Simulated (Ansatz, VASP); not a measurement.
## KMgF3 in VASP and in Ansatz

```
K Mg F
1.0
     3.97847    0.00000    0.00000
     0.00000    3.97847    0.00000
     0.00000    0.00000    3.97847
K Mg F
1 1 3
Direct
  0.50000 0.50000 0.50000
  0.00000 0.00000 0.00000
  0.00000 0.50000 0.00000
  0.00000 0.00000 0.50000
  0.50000 0.00000 0.00000
```

The cell is a database's computed one.

Alike in both runs: task relaxation of cell and atoms; functional PBE; k mesh 4 × 4 × 4; occupations gaussian, width 0.1 eV; no spin polarisation.

|  | VASP | Ansatz |
| --- | --- | --- |
| version | VASP 6.6.1 | Ansatz 0.2.0 |
| potentials or method | VASP PAW PBE potentials, release 64 (K_sv, Mg, F) | scalar-relativistic, plane waves, PAW |
| plane-wave cutoff (eV) | 600 | 420 |
| valence electrons in the cell | 32 | 40 |

|  | VASP | Ansatz | Ansatz less VASP |
| --- | --- | --- | --- |
| gap on the k mesh at the Fermi level, each at its own relaxed structure (eV) | 6.98 | 6.97 | -0.010 |
| relaxed volume (Å³/atom) | 13.24 | 13.31 | +0.073 |
| relaxed cell length with the largest relative difference (Å) | 4.045 | 4.053 | +0.0074 |
| energy change over the relaxation (meV/atom) | -7 | -9 | -2.0 |

The two sets of potentials don't hold the same shells in valence.

A k mesh can miss the band edges.
